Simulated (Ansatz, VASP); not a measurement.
# SrCa (SrCa in the L10 ordering): VASP beside Ansatz

One calculation is typed for both programs; each brings its own data sets. How far apart do they land? The cell is generated by rule, not measured, and may not be a known phase. Of the first pair: The cell is taken from a series of runs on this material, whose earlier steps may have relaxed, scaled, displaced or heated it; both programs get it as it stands.

Program: Ansatz 0.2.0. Level of theory: plane waves, with VASP 6.6.1 beside it; zone-centre phonons at PBE and relaxation of cell and atoms at PBE. Results are calculated unless marked as measured.

### Step 1. Starting point

Symmetry: P4/mmm, No. 123, tetragonal system. Conventional cell: a = 4.132 Å, b = 4.132 Å, c = 5.657 Å, α = 90.00°, β = 90.00°, γ = 90.00°. Nearest to Ca lie 8 Sr at 4.07 Å and 4 Ca at 4.13 Å. Nearest to Sr lie 8 Ca at 4.07 Å and 4 Sr at 4.13 Å. Farther neighbours are not listed.

As a file:

```cif
data_structure
_symmetry_space_group_name_H-M 'P 1'
_symmetry_Int_Tables_number 1
_cell_length_a 4.1324
_cell_length_b 4.1324
_cell_length_c 5.6568
_cell_angle_alpha 90.000
_cell_angle_beta 90.000
_cell_angle_gamma 90.000
_cell_volume 96.60
loop_
_atom_site_label
_atom_site_type_symbol
_atom_site_fract_x
_atom_site_fract_y
_atom_site_fract_z
_atom_site_occupancy
Ca1 Ca 0.00000 0.00000 0.00000 1
Sr2 Sr 0.50000 0.50000 0.50000 1
```

### Step 2. Ansatz: zone-centre phonons, PBE

Ansatz runs on its default PAW (the set named soft_2) files.

Second derivatives magnify differences that forces hide, and they need a tight electronic threshold.

File input.yaml:

```yaml
crystal:
  lattice:
    - [4.1324077385, 0.0, 0.0]
    - [0.0, 4.1324077385, 0.0]
    - [0.0, 0.0, 5.6567668886]
  atoms:
    - { symbol: Ca, position: [0.0, 0.0, 0.0] }
    - { symbol: Sr, position: [0.5, 0.5, 0.5] }
kpoints:
  mp_grid: { grid: [4, 4, 3] }
hamiltonian:
  xc: pbe
scf:
  occupations: { method: methfessel_paxton, width: 0.2 }
output:
  eigenvalues: true
phonons:
  method: dfpt
  qmesh: [1, 1, 1]
  temperatures: { t_max: 1000, t_step: 50 }
  qpath:
    path:
      - [[0.0, 0.0, 0.0], [0.0, 0.5, 0.0], [0.5, 0.5, 0.0], [0.0, 0.0, 0.0], [0.0, 0.0, 0.5], [0.0, 0.5, 0.5], [0.5, 0.5, 0.5], [0.0, 0.0, 0.5]]
      - [[0.0, 0.5, 0.0], [0.0, 0.5, 0.5]]
      - [[0.5, 0.5, 0.0], [0.5, 0.5, 0.5]]
    npoints: 10
```

Launch:

```console
$ ansatz run input.yaml --threads 4 --pin off --max-ram 8192MiB --backend cpu --events-out ev --progress --plain --runs-dir out
```

Numbers of over 12 decimals in the logs are rounded to 6 here.

The program printed:

```text
zone centre: on kpoints.mp_grid the ground state, and the responses unless they are solved on pairs of k-points, stand on 18 of the mesh's 48 k-points, reduced under 8 symmetry operations, with k and −k counted as one. Each operation leaves every solved displacement unchanged or reverses it
Engine: ansatz 0.2.0, aarch64-unknown-linux-gnu
Pseudopotentials: kind: paw
Pseudopotential: Ca, paw, valence charge 10, recommended cutoff 420 eV (normal), Ca.paw.azcp
Pseudopotential: Sr, paw, valence charge 10, recommended cutoff 420 eV (normal), Sr.paw.azcp
Functional definition: PBE
  parameter kappa = 0.804
  parameter beta = 0.066725
  exchange = pbe_x(kappa = kappa, mu = beta*pi^2/3)
  correlation = pbe_c(beta = beta)
Crystal: 2 atoms, lattice volume = 96.599 Å³
Basis set: ecut = 420 eV, 1891 PW (Γ), exchange–correlation on 60×60×80 points (8 copies of the dense FFT grid, shifted against one another)
Bands: 14, of which v1, the nominal top of the filled ones, is band 10 counted from 1 (9 counted from 0)
Symmetry: 16 space group operations
k-points: 18 of 48 (irreducible under 8 space group operations)
Non-local potential: Ca, projectors of the file, l = 0: 3, l = 1: 2, l = 2: 2
Non-local potential: Sr, projectors of the file, l = 0: 3, l = 1: 2, l = 2: 2
PAW form: soft (Blöchl's): semilocal exchange-correlation on the pseudo side does not see the compensation charge
PAW one-centre angular grid: Ca, 110 points (default); XC on 64 Gauss nodes
PAW one-centre angular grid: Sr, 110 points (default); XC on 64 Gauss nodes
Initial density: superposition of atomic densities (neutral atoms: chi_scale 0, normalization atom), corrected by the library's trained network
Initial wavefunctions: pseudopotential atomic-orbital guess
Functional: x = pbe(κ = 0.804, μ = 0.219515), c = pbe(β = 0.066725)
SCF iter   1: F=—  HF=-5361.088209 eV  |F-HF|=—  |Δ(HF+E_count)|=         —  Δρ=1.70e-3  dr2=7.58e-3  ethr=1.77e-3  ⟨swp⟩=7.8  Hψ=4001  notcnv=0
automatic band count: the SCF goes on with 18 bands, as 14 were too few: they end inside the smearing window of the response
preconditioner: auto → Kerker (q_TF=auto, 2.098 Å⁻¹)  [metal: Δε(μ)=0.130 eV  Ē_g=3.525 eV  σ=0.200 eV  W_gap=0.48  n_scr=14 (ndim 8)  ℏωp=7.6 eV  f_vac=0.000  D(μ)=3.96/eV (n_scr^D=36)]
SCF iter   2: F=—  HF=-5361.088429 eV  |F-HF|=—  |Δ(HF+E_count)|=   2.21e-4  S|Δr|=    0.00e0  Δρ=1.16e-3  dr2=3.65e-3  ethr=3.79e-5  ⟨swp⟩=1.3  Hψ=474  notcnv=0
SCF iter   3: F=—  HF=-5361.088125 eV  |F-HF|=—  |Δ(HF+E_count)|=   3.05e-4  S|Δr|=    0.00e0  Δρ=2.75e-4  dr2=1.62e-4  ethr=1.82e-5  ⟨swp⟩=1.8  Hψ=317  notcnv=0
SCF iter   4: F=—  HF=-5361.088128 eV  |F-HF|=—  |Δ(HF+E_count)|=   3.19e-6  S|Δr|=    0.00e0  Δρ=1.36e-4  dr2=3.90e-5  ethr=8.10e-7  ⟨swp⟩=1.5  Hψ=332  notcnv=0
SCF iter   5: F=—  HF=-5361.088129 eV  |F-HF|=—  |Δ(HF+E_count)|=   1.06e-6  S|Δr|=    0.00e0  Δρ=2.12e-5  dr2=1.63e-6  ethr=1.95e-7  ⟨swp⟩=1.0  Hψ=298  notcnv=0
SCF iter   6: F=—  HF=-5361.088124 eV  |F-HF|=—  |Δ(HF+E_count)|=   4.84e-6  S|Δr|=    0.00e0  Δρ=4.19e-6  dr2=3.09e-8  ethr=8.17e-9  ⟨swp⟩=2.6  Hψ=440  notcnv=0
SCF iter   7: F=—  HF=-5361.088124 eV  |F-HF|=—  |Δ(HF+E_count)|=   8.07e-9  S|Δr|=    0.00e0  Δρ=9.53e-7  dr2=1.71e-9  ethr=1.55e-10  ⟨swp⟩=2.3  Hψ=479  notcnv=0
SCF iter   8: F=—  HF=-5361.088124 eV  |F-HF|=—  |Δ(HF+E_count)|=  4.55e-11  S|Δr|=    0.00e0  Δρ=2.01e-7  dr2=6.01e-11  ethr=8.54e-12  ⟨swp⟩=1.9  Hψ=332  notcnv=0
SCF iter   9: F=-5361.088124 eV  HF=-5361.088124 eV  |F-HF|=9.09e-13  |Δ(HF+E_count)|=  1.27e-11  S|Δr|=    0.00e0  Δρ=3.81e-8  dr2=1.42e-12  ethr=1.00e-12  ⟨swp⟩=10.7  Hψ=1650  notcnv=0
SCF 1 converged in 9 iterations: F = -5361.088124 eV  dr2 = 1.42e-12
  greatest PAW one-centre occupation: 0.996 electrons in one spin orbital (limit 2), on the Ca atom at site 0 (counted from 0), in its partial waves of l = 0
DFPT response loops at Γ: preconditioner auto → Kerker (q_TF=auto, 2.098 Å⁻¹) (partly filled bands, converged f_vac=0.000); β = 1.00, the filter's whole step (`scf.mixing.beta` (0.50) is not read by the response loops under this deck's `scf.mixing.preconditioner`; to damp them name `kerker` or `kerker_dos`, under which they read `scf.mixing.beta`, and type it under 1.00, their step now; both keys bind the ground state too); Broyden in place of MSR1
SCF converged after 9 iterations
Stability not checked: this state was not tested for a lower state beside it, because cold or Methfessel-Paxton smearing, or corrected tetrahedra, fill the levels in a way that the test cannot read (fill_not_monotonic; see scf.lower_state_search)
Free energy (F): -5361.088124 eV
Harris-Foulkes:  -5361.088124 eV  (|F-HF|=9.09e-13)
Internal energy: -5361.076672 eV  (E = F + TS)
E sigma→0 (E₀):  -5361.085261 eV
Entropy (-TS):   -0.011452 eV (-5.726 meV/atom)
Fermi energy:    5.147942 eV
Step filling:    the computed levels leave a gap of 0.0218 eV = 0.1 smearing widths at the electron count; against every level under it full and every level over it empty, smearing changes F+E_penalty+E_count by -8.521 meV and its σ→0 estimate by -5.658 meV
--- Per-component energies (eV) ---
  E_band       = -311.217877
  E_kinetic    = 516.968133
  E_local      = -1623.916094  (includes V_loc(G=0)·N_el)
  E_nonlocal   = 266.383042
  E_hartree    = 481.592464
  E_xc         = -307.173211
  E_vxc        = -328.701045  (∫ρ·V_xc dr)
  E_paw        = -3552.918688  (= ΣΔE_a)
  E_vpaw       = -105.136846  (= ΣTr[D̂ρ^β])
  E_aug_tail   = -0.000007  (compensation charges beyond the density's cutoff)
  E_ewald      = -1142.012310
  E_smearing   = -0.011452  (= −TS)
  E_closure    = 0.000000  (closes the sum)
  Σ components = -5361.088124   (vs F -5361.088124, Δ=0.00e0)
--- Band table (eV; the first three rows and the last of 18) ---
  k-point 0: bands = [... 6 lower, -13.2348, -13.2348, 1.2270, 4.5530, 5.4487, 6.2655, 7.2602, 7.2602, ... 4 higher]
  k-point 1: bands = [... 6 lower, -13.2350, -13.2350, 1.8557, 3.4428, 5.8220, 6.6941, 6.7796, 7.4753, ... 4 higher]
  k-point 2: bands = [... 6 lower, -13.2899, -13.2287, 1.8855, 5.0347, 5.3203, 6.0218, 6.6924, 7.4652, ... 4 higher]
  k-point 17: bands = [... 6 lower, -13.3638, -13.2707, 4.7390, 5.1444, 5.4489, 5.4489, 5.9073, 5.9073, ... 4 higher]
--- Phonons (Γ-DFPT): 4 representative perturbations + reference, on 18 of 48 k-points (Σ response iterations 13) ---
  k mesh reduced under 8 symmetry operations, with k and −k counted as one. Each operation leaves every solved displacement unchanged or reverses it
  ASR residual: 4.732e-5 → 0.000e0 eV/Å²; symmetrization residual: 3.684e-6 eV/Å²
  ASR residual per site (eV/Å²): 1.07e-5 4.73e-5
  Γ frequencies (cm⁻¹): 0.00 0.00 0.00 104.48 104.48 139.31
--- Phonons (arbitrary-q DFPT): 1 irreducible q on the 1×1×1 mesh ---
  q = [0.0000, 0.0000, 0.0000] (star 1, of the zone-centre solve; hermiticity 3.75e-6, symmetrization 5.54e-15): -0.00 0.00 0.00 104.48 104.48 139.31
  sum rule: each row above includes the acoustic sum rule's correction from the zone centre's row sums; it moved no ω² by more than (0.38 cm⁻¹)²
  mesh force constants: q→R imaginary residual 0.00e0; ASR residual 4.732e-5 → 0.000e0 eV/Å²; symmetrization residual 2.451e-16 eV/Å²
  interpolated dispersion: 93 rows × 6 modes
  density of states and harmonic sums: on the 15×15×11 q-mesh, interpolated from the force constants of a 1×1×1 supercell (no non-analytic term)
  largest difference from the sums on the solved wave vectors: F 6.86e-1 eV, S 9.45e-4 and C_V 2.58e-4 eV/K
  zero-point energy: 0.029430 eV/cell   skipped modes (ω ≤ 0): 3   left out of the sums: 2.02e-4 of the cell's modes: C_V's classical limit lies that fraction below 3 k_B per atom; for a crystal, a wire or a layer, F and S can be off by more, and a phonons.interpolated_qmesh denser along its periods is the remedy for the sampling
```

In the SCF lines HF is the Harris–Foulkes energy and dr2 the Hartree energy of the density residual, in eV; the loop may stop once dr2 is under the threshold and the program's other checks hold. Hψ counts applications of the Hamiltonian.

[end of part 1 of 3]

[Lines on the potential files, build, host, timing and source positions are cut from VASP's logs without a mark.]

[Logs are printed without paths, hosts, clocks, repeated set-up lines and the standing remarks that a program may print on its own settings, such as how far it seeks lower states.]

[Hosts, paths, dates, database ids (printed as entryN), source tags and the programs' standing remarks are cut or masked in the printed files.]
